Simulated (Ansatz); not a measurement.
## WS2 under changes of volume

One of the cells (49.592 Å³/atom); the others are scaled copies at fixed shape and fractional positions:

```
W S
1.0
     3.18352    0.00000    0.00000
    -1.59176    2.75701    0.00000
     0.00000    0.00000   16.95058
W S
1 2
Direct
  0.00000 0.00000 0.00000
  0.33333 0.66667 0.09200
  0.33333 0.66667 0.90800
```

| Property | Result |
| --- | --- |
| Program | Ansatz 0.2.0 |
| Functional | LDA |
| Potentials or basis | all-electron LAPW, scalar-relativistic |
| Cutoff | 260 eV (chosen from the basis error) |
| Basis error allowed | 0.002 eV/atom |
| k mesh | 10 × 10 × 2 |
| Occupations | fermi-dirac, width 0.05 eV |
| Spin | no spin polarisation |

```tsv
volume (Å³/atom)	energy over the lowest point (meV/atom)	gap on the mesh (eV)	largest force (eV/Å)
46.616	6.53	2.16	0.775
47.608	0.00	2.10	0.351
48.600	1.83	2.04	0.041
49.592	11.14	1.98	0.402
50.583	27.14	1.92	0.736
51.575	49.14	1.87	1.045
52.567	?	?	?
```

What does the run at 52.567 Å³/atom give?

Energy over the lowest point 76.50 meV/atom; gap on the mesh 1.82 eV; largest force 1.330 eV/Å.

Worked out: A Birch-Murnaghan fit of order 3 (a polynomial in V^(-2/3)) to the other rows has its minimum at 47.87 Å³/atom with B0 = V·E''(V) = 63 GPa and B' = 4.4 at fixed shape and positions, which overstates the stiffness. It gives 76.52 meV/atom at 52.567 Å³/atom, against the run's 76.50. A straight line through the other rows of the gap, of slope -2.9 eV per unit of ln V, extrapolates to 1.81 eV, against the run's 1.82.

Energies are extrapolated to zero smearing.

Caveats: spin-orbit coupling is left out, which moves the levels of the heavy elements.

A mesh can miss the band edges.

The runs don't all hold the same shells in valence.
